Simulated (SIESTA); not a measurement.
## ZnS (Wurtzite-4H) under changes of volume

One of the cells (19.805 Å³/atom); the others are scaled copies at fixed shape and fractional positions:

```
Zn S
1.0
     3.82270    0.00000    0.00000
    -1.91135    3.31056    0.00000
     0.00000    0.00000   12.52000
Zn S
4 4
Cartesian
  1.9114 1.1035 9.3900
  0.0000 2.2070 3.1300
  0.0000 0.0000 6.2600
  0.0000 0.0000 0.0000
  1.9114 1.1035 11.7375
  0.0000 2.2070 5.4775
  0.0000 0.0000 8.6075
  0.0000 0.0000 2.3475
```

```yaml
Program: SIESTA 5.4.2
Functional: LDA
Potentials_or_basis: PseudoDojo 0.4 standard (LDA files)
Basis: DZP (energy shift 0.002 Ry)
Grid_cutoff: 800 Ry
Energy_shift: 0.002 Ry
k_mesh: 6 × 6 × 2
Occupations: fermi-dirac, width 0.05 eV
Spin: no spin polarisation
```

| volume (Å³/atom) | energy over the lowest point (meV/atom) | pressure (GPa) | gap on the mesh (eV) | largest force (eV/Å) |
| --- | --- | --- | --- | --- |
| 18.617 | 2.66 | 2.0 | 2.92 | 0.039 |
| 19.013 | 0.00 | 0.2 | 2.79 | 0.034 |
| 19.409 | ? | ? | ? | ? |
| 19.805 | 6.86 | -2.9 | 2.54 | 0.026 |
| 20.202 | 15.56 | -4.1 | 2.42 | 0.025 |
| 20.598 | 27.28 | -5.3 | 2.30 | 0.026 |
| 20.994 | 41.69 | -6.3 | 2.19 | 0.027 |

What does the run at 19.409 Å³/atom give?

Energy over the lowest point 1.53 meV/atom; pressure -1.4 GPa; gap on the mesh 2.66 eV; largest force 0.029 eV/Å.

Worked out: A Birch-Murnaghan fit of order 3 (a polynomial in V^(-2/3)) to the other rows has its minimum at 19.06 Å³/atom with B0 = V·E''(V) = 81 GPa and B' = 4.3 at fixed shape and positions, which overstates the stiffness. It gives 1.55 meV/atom at 19.409 Å³/atom, against the run's 1.53, and -dE/dV = -1.4 GPa, against -1.4. A straight line through the other rows of the gap, of slope -6.09 eV per unit of ln V (its deformation potential), gives 2.66 eV, against the run's 2.66.

Energies are extrapolated to zero smearing.

Caveats: semicore shells carry a single zeta, which can move pressures by several GPa and volumes by a few percent; the valence orbitals were made in a potential fitted to the semicore shell under them, which widens gaps by tenths of an eV or more; the basis of atomic orbitals isn't converged, which shifts pressures, moduli and gaps.
